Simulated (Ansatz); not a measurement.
## Nb in Ansatz: the effect of functional

Nb:

```
CELL_PARAMETERS angstrom
0.00000 2.07182 2.07182
2.07182 0.00000 2.07182
2.07182 2.07182 0.00000
ATOMIC_POSITIONS crystal
Nb 0.00000 0.00000 0.00000
```

This isn't the form of Nb at room conditions, which is bcc.

The cell isn't the ideal one: volume scaled by 0.94.

Alike in all runs:

```yaml
Program: Ansatz 0.2.0
Task: single point
Potentials_or_basis: Ansatz PAW
k_mesh: 11 × 11 × 11
Occupations: fermi-dirac, width 0.05 eV
Spin: no spin polarisation
```

```csv
functional,cutoff,pressure (GPa)
LDA,420 eV (not typed: the program's choice for these potentials),-1.0
PBEsol,420 eV (not typed: the program's choice for these potentials),3.0
r2SCAN,500 eV (not typed: the program's choice for these potentials),?
```

What does the run with functional r2SCAN give?

Pressure 8.4 GPa.

Caveats: the PAW data sets come from PBE, with cores solved anew for the run's functional, which leaves a small shift of forces and pressure.

Runs at the PBE level aren't shown here.
